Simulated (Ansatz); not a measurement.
All numbers below come from DFT r2SCAN, scalar-relativistic, plane waves, PAW (Ansatz 0.2.0).

Structure of Al$_{3}$Cu:

```
CELL_PARAMETERS angstrom
2.77378 0.00000 0.00000
0.00000 2.77378 0.00000
0.00000 0.00000 7.59186
ATOMIC_POSITIONS crystal
Al 0.00000 0.00000 0.50000
Al 0.50000 0.50000 0.22264
Al 0.50000 0.50000 0.77736
Cu 0.00000 0.00000 0.00000
```

Plane waves to 500 eV, a k mesh through Γ of 16×16×6 on the computed 4-atom cell and Gaussian smearing (0.10 eV); no spin polarisation.

Levels along Γ–X–M–Γ–Z–R–A–Z | X–R | M–A, in eV from the Fermi level, sorted by energy at each point. Points in fractions of the primitive reciprocal vectors: Γ (0.000 0.000 0.000), X (0.000 0.500 0.000), M (0.500 0.500 0.000), Z (0.000 0.000 0.500), R (0.000 0.500 0.500), A (0.500 0.500 0.500).
```tsv
point	k (1/Å, with 2π)	band 11	band 12	band 13	band 14	band 15	band 16	band 17
Γ	0.000	-3.75	-3.35	-2.02	0.53	6.64	7.14	7.14
-	0.162	-3.74	-3.37	-1.86	0.60	4.87	6.96	7.24
-	0.324	-3.73	-3.45	-1.46	0.79	2.75	4.97	5.85
-	0.485	-3.70	-3.55	-0.90	0.42	1.42	3.02	3.76
-	0.647	-3.68	-3.66	-1.34	-0.30	1.34	1.54	2.12
-	0.809	-3.75	-3.66	-2.78	-0.80	-0.02	1.11	2.67
-	0.971	-3.82	-3.64	-3.50	-1.94	-1.37	2.01	3.57
X	1.133	-3.84	-3.82	-3.64	-2.46	-1.94	2.74	4.07
-	1.294	-3.79	-3.68	-3.61	-2.40	-1.91	2.87	4.14
-	1.456	-3.70	-3.47	-3.29	-2.21	-1.83	3.25	4.35
-	1.618	-3.55	-3.13	-2.77	-1.89	-1.67	3.85	4.71
-	1.780	-3.30	-2.54	-2.11	-1.41	-1.37	3.50	3.54
-	1.942	-3.02	-1.72	-1.36	-0.88	-0.76	1.77	1.89
-	2.103	-2.83	-0.69	-0.66	-0.27	-0.01	0.35	0.55
M	2.265	-2.75	-0.51	-0.35	0.10	0.10	0.48	0.48
-	2.494	-2.37	-1.50	-1.50	-0.12	0.40	0.63	1.57
-	2.723	-3.23	-3.06	-1.70	0.38	1.11	1.20	2.32
-	2.952	-3.80	-3.76	-0.71	1.16	1.57	1.92	2.37
-	3.180	-3.96	-3.76	0.17	0.64	1.61	3.09	3.12
-	3.409	-3.93	-3.56	-0.95	1.08	2.35	4.42	4.63
-	3.638	-3.79	-3.40	-1.72	0.67	4.43	6.11	6.54
Γ	3.867	-3.75	-3.35	-2.02	0.53	6.64	7.14	7.14
-	3.926	-3.75	-3.35	-2.17	0.73	6.64	7.15	7.15
-	3.985	-3.75	-3.35	-2.53	1.20	6.64	7.19	7.19
-	4.044	-3.75	-3.35	-2.94	1.82	6.64	7.26	7.26
-	4.103	-3.75	-3.35	-3.29	2.52	6.63	7.35	7.35
-	4.162	-3.75	-3.54	-3.35	3.24	6.63	6.99	7.47
-	4.222	-3.75	-3.68	-3.35	3.92	6.24	6.63	7.61
Z	4.281	-3.75	-3.72	-3.35	4.28	5.85	6.63	7.73
-	4.443	-3.74	-3.70	-3.37	4.36	5.15	5.69	6.22
-	4.604	-3.71	-3.63	-3.45	2.99	3.77	4.74	6.21
-	4.766	-3.60	-3.55	-3.50	0.95	1.73	5.23	6.24
-	4.928	-3.66	-3.39	-3.27	-0.87	-0.12	4.49	4.54
-	5.090	-3.66	-3.54	-2.82	-1.88	-1.57	2.65	2.96
-	5.252	-3.82	-3.64	-2.60	-1.80	-1.51	1.04	1.61
R	5.413	-3.84	-3.64	-2.76	-1.13	-1.07	0.05	0.92
-	5.575	-3.84	-3.70	-2.75	-1.00	-0.92	0.12	0.98
-	5.737	-3.83	-3.81	-2.71	-0.62	-0.51	0.33	1.18
-	5.899	-3.94	-3.67	-2.64	-0.04	0.10	0.70	1.50
-	6.061	-3.87	-3.34	-2.56	0.72	0.83	1.22	1.95
-	6.222	-3.37	-2.83	-2.44	1.31	1.64	1.81	1.86
-	6.384	-2.52	-2.27	-2.21	0.33	0.38	1.22	2.41
A	6.546	-1.99	-1.82	-1.82	-0.55	-0.54	0.60	1.95
-	6.775	-3.00	-1.65	-1.58	-0.42	1.13	1.62	1.70
-	7.004	-3.61	-1.13	-0.75	-0.56	-0.54	1.05	1.85
-	7.232	-3.80	-2.16	-1.74	-0.25	0.37	1.67	2.61
-	7.461	-3.77	-3.12	-2.79	1.01	1.78	2.95	3.68
-	7.690	-3.58	-3.49	-3.40	2.66	3.53	4.44	4.98
-	7.919	-3.68	-3.67	-3.40	4.46	4.68	5.60	5.82
Z	8.148	-3.75	-3.72	-3.35	4.28	5.85	6.63	7.73
X	8.148	-3.84	-3.82	-3.64	-2.46	-1.94	2.74	4.07
-	8.207	-3.84	-3.74	-3.64	-2.40	-1.93	2.58	3.52
-	8.266	-3.84	-3.64	-3.55	-2.24	-1.88	2.17	2.92
-	8.325	-3.84	-3.64	-3.31	-2.01	-1.80	1.67	2.35
-	8.384	-3.84	-3.64	-3.07	-1.74	-1.66	1.15	1.83
-	8.443	-3.84	-3.64	-2.90	-1.45	-1.45	0.66	1.38
-	8.502	-3.84	-3.64	-2.79	-1.22	-1.21	0.24	1.05
R	8.562	-3.84	-3.64	-2.76	-1.13	-1.07	0.05	0.92
M	8.562	-2.75	-0.51	-0.35	0.10	0.10	0.48	0.48
-	8.621	-2.73	-0.51	-0.36	-0.14	-0.14	0.63	0.73
-	8.680	-2.68	-0.52	-0.47	-0.47	-0.38	0.62	1.14
-	8.739	-2.59	-0.80	-0.80	-0.52	-0.42	0.62	1.58
-	8.798	-2.46	-1.11	-1.11	-0.53	-0.47	0.61	2.05
-	8.857	-2.31	-1.39	-1.39	-0.54	-0.50	0.60	2.01
-	8.916	-2.13	-1.65	-1.65	-0.55	-0.53	0.60	1.97
A	8.975	-1.99	-1.82	-1.82	-0.55	-0.54	0.60	1.95
```